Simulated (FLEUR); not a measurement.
Here is a FLEUR MaX-R8.1 (later development tree) calculation.

inp.xml

```xml
<?xml version="1.0" encoding="UTF-8" standalone="no"?>
<fleurInput fleurInputVersion="0.39">
   <comment>
      TaN                                                                                                 
   </comment>
   <calculationSetup>
      <cutoffs Kmax="4.86" Gmax="15.1" GmaxXC="15.1" numbands="0"/>
      <scfLoop itmax="80" minDistance="0.0001" maxIterBroyd="30" imix="Anderson" alpha="0.05" precondParam="0.0" spinf="2.0" sdNocoIR="T"/>
      <coreElectrons ctail="F" frcor="F" kcrel="0" coretail_lmax="0"/>
      <xcFunctional name="LibXC" relativisticCorrections="F">
         <LibXCName exchange="mgga_x_scan" correlation="mgga_c_scan"/>
         <AuxGGA exchange="117" correlation="130"/>
      </xcFunctional>
      <magnetism jspins="1"/>
      <soc l_soc="F" theta="0.0" phi="0.0" spav="F"/>
      <expertModes spex="0" secvar="F"/>
      <geometryOptimization l_f="F" forcealpha="1.0" forcemix="BFGS" epsdisp="0.00001" epsforce="0.00001"/>
      <ldaU l_linMix="F" mixParam="0.05" spinf="1.0"/>
   </calculationSetup>
   <cell>
      <bzIntegration valenceElectrons="32.0" mode="hist" fermiSmearingEnergy="0.00183747">
         <kPointListSelection listName="default-1"/>
         <!-- k-points included here -->
         <xi:include xmlns:xi="http://www.w3.org/2001/XInclude" href="kpts.xml"> </xi:include>
      </bzIntegration>
      <!-- symmetry operations included here -->
      <xi:include xmlns:xi="http://www.w3.org/2001/XInclude" href="sym.xml"> </xi:include>
      <bulkLattice scale="1.0">
         <bravaisMatrix>
            <row-1>    0.0000000000000000     4.1787948430288457     4.1787948430288457</row-1>
            <row-2>    4.1787948430288457     0.0000000000000000     4.1787948430288457</row-2>
            <row-3>    4.1787948430288457     4.1787948430288457     0.0000000000000000</row-3>
         </bravaisMatrix>
      </bulkLattice>
   </cell>
   <atomSpecies>
      <species name="Tantalum (Ta)" element="Ta" atomicNumber="73">
         <mtSphere radius="2.39" gridPoints="791" logIncrement="0.017"/>
         <atomicCutoffs lmax="10" lnonsphr="10"/>
         <electronConfig flipSpins="F">
            <coreConfig>(1s1/2) (2s1/2) (2p1/2) (2p3/2) (3s1/2) (3p1/2) (3p3/2) (4s1/2) (3d3/2) (3d5/2) (4p1/2) (4p3/2) (4d3/2) (4d5/2)</coreConfig>
            <valenceConfig>(5s1/2) (5p1/2) (5p3/2) (6s1/2) (4f5/2) (4f7/2) (5d3/2) (5d5/2)</valenceConfig>
            <stateOccupation state="(5d3/2)" spinUp="0.600000" spinDown="0.600000"/>
            <stateOccupation state="(5d5/2)" spinUp="0.900000" spinDown="0.900000"/>
         </electronConfig>
         <energyParameters s="6" p="6" d="5" f="4"/>
         <lo type="SCLO" l="0" n="5" eDeriv="0"/>
         <lo type="SCLO" l="1" n="5" eDeriv="0"/>
         <lo type="SCLO" l="2" n="5" eDeriv="2"/>
         <lo type="SCLO" l="3" n="4" eDeriv="2"/>
      </species>
      <species name="Nitrogen (N)" element="N" atomicNumber="7">
         <mtSphere radius="1.48" gridPoints="489" logIncrement="0.021"/>
         <atomicCutoffs lmax="8" lnonsphr="8"/>
         <electronConfig flipSpins="F">
            <coreConfig>(1s1/2)</coreConfig>
            <valenceConfig>(2s1/2) (2p1/2) (2p3/2)</valenceConfig>
            <stateOccupation state="(2p1/2)" spinUp="0.500000" spinDown="0.500000"/>
            <stateOccupation state="(2p3/2)" spinUp="1.000000" spinDown="1.000000"/>
         </electronConfig>
         <energyParameters s="2" p="2" d="3" f="4"/>
         <lo type="SCLO" l="0" n="2" eDeriv="2"/>
         <lo type="SCLO" l="1" n="2" eDeriv="2"/>
         <lo type="SCLO" l="2" n="3" eDeriv="2"/>
      </species>
   </atomSpecies>
   <atomGroups>
      <atomGroup species="Tantalum (Ta)">
         <relPos label="                   1">1.000/2.000 1.000/2.000 1.000/2.000</relPos>
         <force calculate="T" relaxXYZ="TTT"/>
      </atomGroup>
      <atomGroup species="Nitrogen (N)">
         <relPos label="                   2">.0000000000 .0000000000 .0000000000</relPos>
         <force calculate="T" relaxXYZ="TTT"/>
      </atomGroup>
   </atomGroups>
   <output dos="F" band="F" slice="F">
      <checks vchk="F" cdinf="F"/>
      <bandDOS minEnergy="-.5*Htr" maxEnergy="0.5*Htr" sigma="0.015" storeEVData="T"/>
      <vacuumDOS vacdos="F" integ="F" star="F" nstars="0" locx1="0.0" locy1="0.0" locx2="0.0" locy2="0.0" nstm="0" tworkf="0.0"/>
      <unfoldingBand unfoldBand="F" supercellX="1" supercellY="1" supercellZ="1"/>
      <plotting iplot="0" polar="F">
         <plot TwoD="T" vec1="  1.0  0.0  0.0" vec2="  0.0  1.0  0.0" vec3="  0.0  0.0  1.0" zero="  0.0  0.0  0.0" file="plot"/>
      </plotting>
      <chargeDensitySlicing numkpt="0" minEigenval="0.0" maxEigenval="0.0" nnne="0" pallst="F"/>
      <specialOutput eonly="F"/>
      <moessbauerParams electricFieldGradient="T" isomerShift="T" coreHyperfine="T" valenceHyperfine="T"/>
      <magneticCircularDichroism mcd="F" energyLo="-10.0" energyUp="0.0"/>
   </output>
  <!-- We include the file relax.xml here to enable relaxations (see documentation) -->
  <xi:include xmlns:xi="http://www.w3.org/2001/XInclude" href="relax.xml"> <xi:fallback/> </xi:include>
</fleurInput>
```

crystal.txt

```
TaN
&input cartesian=F /
0.0000000000  2.2113230000  2.2113230000
2.2113230000  0.0000000000  2.2113230000
2.2113230000  2.2113230000  0.0000000000
1.8897261246
1.0 1.0 1.0

2
73 0.5000000000  0.5000000000  0.5000000000
7 0.0000000000  0.0000000000  0.0000000000

&kpt div1=10 div2=10 div3=10 gamma=T /
```

File inp.xml (bands):

```
<?xml version="1.0" encoding="UTF-8" standalone="no"?>
<fleurInput fleurInputVersion="0.39">
   <comment>
      TaN                                                                                                 
   </comment>
   <calculationSetup>
      <cutoffs Kmax="4.86" Gmax="15.1" GmaxXC="15.1" numbands="0"/>
      <scfLoop itmax="80" minDistance="0.0001" maxIterBroyd="30" imix="Anderson" alpha="0.05" precondParam="0.0" spinf="2.0" sdNocoIR="T"/>
      <coreElectrons ctail="F" frcor="F" kcrel="0" coretail_lmax="0"/>
      <xcFunctional name="LibXC" relativisticCorrections="F">
         <LibXCName exchange="mgga_x_scan" correlation="mgga_c_scan"/>
         <AuxGGA exchange="117" correlation="130"/>
      </xcFunctional>
      <magnetism jspins="1"/>
      <soc l_soc="F" theta="0.0" phi="0.0" spav="F"/>
      <expertModes spex="0" secvar="F"/>
      <geometryOptimization l_f="F" forcealpha="1.0" forcemix="BFGS" epsdisp="0.00001" epsforce="0.00001"/>
      <ldaU l_linMix="F" mixParam="0.05" spinf="1.0"/>
   </calculationSetup>
   <cell>
      <bzIntegration valenceElectrons="32.0" mode="hist" fermiSmearingEnergy="0.00183747">
         <kPointListSelection listName="path-1"/>
         <!-- k-points included here -->
         <xi:include xmlns:xi="http://www.w3.org/2001/XInclude" href="kpts.xml"> </xi:include>
      </bzIntegration>
      <!-- symmetry operations included here -->
      <xi:include xmlns:xi="http://www.w3.org/2001/XInclude" href="sym.xml"> </xi:include>
      <bulkLattice scale="1.0">
         <bravaisMatrix>
            <row-1>    0.0000000000000000     4.1787948430288457     4.1787948430288457</row-1>
            <row-2>    4.1787948430288457     0.0000000000000000     4.1787948430288457</row-2>
            <row-3>    4.1787948430288457     4.1787948430288457     0.0000000000000000</row-3>
         </bravaisMatrix>
      </bulkLattice>
   </cell>
   <atomSpecies>
      <species name="Tantalum (Ta)" element="Ta" atomicNumber="73">
         <mtSphere radius="2.39" gridPoints="791" logIncrement="0.017"/>
         <atomicCutoffs lmax="10" lnonsphr="10"/>
         <electronConfig flipSpins="F">
            <coreConfig>(1s1/2) (2s1/2) (2p1/2) (2p3/2) (3s1/2) (3p1/2) (3p3/2) (4s1/2) (3d3/2) (3d5/2) (4p1/2) (4p3/2) (4d3/2) (4d5/2)</coreConfig>
            <valenceConfig>(5s1/2) (5p1/2) (5p3/2) (6s1/2) (4f5/2) (4f7/2) (5d3/2) (5d5/2)</valenceConfig>
            <stateOccupation state="(5d3/2)" spinUp="0.600000" spinDown="0.600000"/>
            <stateOccupation state="(5d5/2)" spinUp="0.900000" spinDown="0.900000"/>
         </electronConfig>
         <energyParameters s="6" p="6" d="5" f="4"/>
         <lo type="SCLO" l="0" n="5" eDeriv="0"/>
         <lo type="SCLO" l="1" n="5" eDeriv="0"/>
         <lo type="SCLO" l="2" n="5" eDeriv="2"/>
         <lo type="SCLO" l="3" n="4" eDeriv="2"/>
      </species>
      <species name="Nitrogen (N)" element="N" atomicNumber="7">
         <mtSphere radius="1.48" gridPoints="489" logIncrement="0.021"/>
         <atomicCutoffs lmax="8" lnonsphr="8"/>
         <electronConfig flipSpins="F">
            <coreConfig>(1s1/2)</coreConfig>
            <valenceConfig>(2s1/2) (2p1/2) (2p3/2)</valenceConfig>
            <stateOccupation state="(2p1/2)" spinUp="0.500000" spinDown="0.500000"/>
            <stateOccupation state="(2p3/2)" spinUp="1.000000" spinDown="1.000000"/>
         </electronConfig>
         <energyParameters s="2" p="2" d="3" f="4"/>
         <lo type="SCLO" l="0" n="2" eDeriv="2"/>
         <lo type="SCLO" l="1" n="2" eDeriv="2"/>
         <lo type="SCLO" l="2" n="3" eDeriv="2"/>
      </species>
   </atomSpecies>
   <atomGroups>
      <atomGroup species="Tantalum (Ta)">
         <relPos label="                   1">1.000/2.000 1.000/2.000 1.000/2.000</relPos>
         <force calculate="T" relaxXYZ="TTT"/>
      </atomGroup>
      <atomGroup species="Nitrogen (N)">
         <relPos label="                   2">.0000000000 .0000000000 .0000000000</relPos>
         <force calculate="T" relaxXYZ="TTT"/>
      </atomGroup>
   </atomGroups>
   <output dos="F" band="T" slice="F">
      <checks vchk="F" cdinf="F"/>
      <bandDOS minEnergy="-.5*Htr" maxEnergy="0.5*Htr" sigma="0.015" storeEVData="T"/>
      <vacuumDOS vacdos="F" integ="F" star="F" nstars="0" locx1="0.0" locy1="0.0" locx2="0.0" locy2="0.0" nstm="0" tworkf="0.0"/>
      <unfoldingBand unfoldBand="F" supercellX="1" supercellY="1" supercellZ="1"/>
      <plotting iplot="0" polar="F">
         <plot TwoD="T" vec1="  1.0  0.0  0.0" vec2="  0.0  1.0  0.0" vec3="  0.0  0.0  1.0" zero="  0.0  0.0  0.0" file="plot"/>
      </plotting>
      <chargeDensitySlicing numkpt="0" minEigenval="0.0" maxEigenval="0.0" nnne="0" pallst="F"/>
      <specialOutput eonly="F"/>
      <moessbauerParams electricFieldGradient="T" isomerShift="T" coreHyperfine="T" valenceHyperfine="T"/>
      <magneticCircularDichroism mcd="F" energyLo="-10.0" energyUp="0.0"/>
   </output>
  <!-- We include the file relax.xml here to enable relaxations (see documentation) -->
  <xi:include xmlns:xi="http://www.w3.org/2001/XInclude" href="relax.xml"> <xi:fallback/> </xi:include>
</fleurInput>
```

Potentials or basis: all-electron, FLAPW.

Run with:

```sh
$ inpgen -f crystal.txt -profile fastHighL
$ # inp.xml edited to the form shown
$ fleur_MPI
$ fleur_MPI   # second run, on inp.xml (bands)
```

(1) What does it give for the band gap along the path?

Results:

(1) none (metal or under the smearing width).

Caveat: the meta-GGA is that of a development version, with a GGA for the radial functions and cores and without core tails; spin-orbit coupling is left out, which moves the levels of the heavy elements.
